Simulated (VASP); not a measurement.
## Cu16O7 (a cell with a defect): single point with PBE

Cu16O7 (a cell with a defect):

```
Cu O
1.0
    -4.26000    4.26000    4.26000
     4.26000   -4.26000    4.26000
     4.26000    4.26000   -4.26000
Cu O
16 7
Direct
  0.20724 0.20724 0.20724
  0.75203 0.75203 0.26103
  0.75203 0.26103 0.75203
  0.26103 0.75203 0.75203
  0.73897 0.49100 0.49100
  0.24797 0.00000 0.50900
  0.24797 0.50900 0.00000
  0.79276 0.00000 0.00000
  0.49100 0.49100 0.73897
  0.00000 0.00000 0.79276
  0.00000 0.50900 0.24797
  0.50900 0.00000 0.24797
  0.49100 0.73897 0.49100
  0.00000 0.24797 0.50900
  0.00000 0.79276 0.00000
  0.50900 0.24797 0.00000
  0.50000 0.50000 0.00000
  0.50000 0.00000 0.50000
  0.00000 0.50000 0.50000
  0.47318 0.47318 0.47318
  0.00000 0.00000 0.52682
  0.00000 0.52682 0.00000
  0.52682 0.00000 0.00000
```

The cell isn't the ideal one: O vacancy, charge +2, ions relaxed.

```json
{
 "Program": "VASP 6.6.1",
 "Task": "single point",
 "Functional": "PBE",
 "Potentials or basis": "VASP PAW PBE potentials, release 64 (Cu, O)",
 "Cutoff": "520 eV",
 "k mesh": "3 × 3 × 3",
 "Occupations": "fermi-dirac, width 0.01 eV",
 "Spin": "no spin polarisation"
}
```

| Item | Value |
| --- | --- |
| Largest force | 0.030 eV/Å |
| Band gap on the k mesh | none (metal or under the smearing width) |

Forces in eV/Å, atoms in the order of the input:
```
Cu  -0.015 -0.015 -0.015
Cu  -0.003 -0.003  0.000
Cu  -0.003  0.000 -0.003
Cu   0.000 -0.003 -0.003
Cu   0.000  0.003  0.003
Cu  -0.003  0.000  0.003
Cu  -0.003  0.003  0.000
Cu  -0.015  0.015  0.015
Cu   0.003  0.003  0.000
Cu   0.015  0.015 -0.015
Cu   0.000  0.003 -0.003
Cu   0.003  0.000 -0.003
Cu   0.003  0.000  0.003
Cu   0.000 -0.003  0.003
Cu   0.015 -0.015  0.015
Cu   0.003 -0.003  0.000
O    0.000  0.000  0.000
O    0.000  0.000  0.000
O    0.000  0.000  0.000
O   -0.018 -0.018 -0.018
O    0.018  0.018 -0.018
O    0.018 -0.018  0.018
O   -0.018  0.018  0.018
```

Levels at points of the mesh, in eV from the Fermi level:
```csv
k point,band 105,band 106,band 107,band 108,band 109,band 110
"(0.00, 0.00, 0.00)",-0.26,-0.26,0.22,0.22,0.22,1.25
```

Run time: 9.1 min on 1 thread of Intel(R) Xeon(R) Platinum 8488C (Sapphire Rapids) (shared host), peak memory 0.46 GiB.

Caveat: the cell carries a net charge on a neutralising background, which shifts energy and pressure; the cell is charged against a uniform background, so pressure and absolute levels hang on convention; the run has no spin polarisation, though such a crystal can be magnetic; semilocal functionals often make such compounds metallic where correlation or magnetic order opens a gap, which also shifts bond lengths.
